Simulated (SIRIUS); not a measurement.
# CuI under changes of volume

One of the cells (27.401 Å³/atom); the others are scaled copies at fixed shape and fractional positions:

```
CELL_PARAMETERS angstrom
4.09020 0.00000 0.00000
0.00000 4.09020 0.00000
0.00000 0.00000 6.55146
ATOMIC_POSITIONS crystal
I 0.00000 0.50000 0.74303
I 0.50000 0.00000 0.25697
Cu 0.00000 0.00000 0.00000
Cu 0.50000 0.50000 0.00000
```

Measurements of this composition are mostly on another form, of space group No. 216.

| Item | Value |
| --- | --- |
| Program | SIRIUS 7.12.0 |
| Functional | PBEsol |
| Potentials or basis | all-electron FP-LAPW |
| Cutoff | 192 eV |
| Basis | apw+lo standard |
| k mesh | 7 × 7 × 4 |
| Occupations | fermi-dirac, width 0.05 eV |
| Spin | no spin polarisation |

```csv
volume (Å³/atom),energy over the lowest point (meV/atom),gap on the mesh (eV)
25.757,2.55,1.60
26.305,0.00,1.56
26.853,?,?
27.401,5.33,1.49
27.949,12.46,1.46
28.497,22.01,1.43
29.045,33.70,1.40
```

Q: What does the run at 26.853 Å³/atom give?

A: Energy over the lowest point 1.08 meV/atom; gap on the mesh 1.52 eV.

Worked out: A Birch-Murnaghan fit of order 3 (a polynomial in V^(-2/3)) to the other rows has its minimum at 26.41 Å³/atom with B0 = V·E''(V) = 50 GPa and B' = 5.3 at fixed shape and positions, which overstates the stiffness. It gives 1.07 meV/atom at 26.853 Å³/atom, against the run's 1.08. A straight line through the other rows of the gap, of slope -1.66 eV per unit of ln V (its deformation potential), gives 1.53 eV, against the run's 1.52.

Energies are extrapolated to zero smearing.

Caveats: spin-orbit coupling is left out, which moves the levels of the heavy elements; this functional lacks dispersion, which binds the layers, so the pressure and a relaxed spacing across them are unreliable.
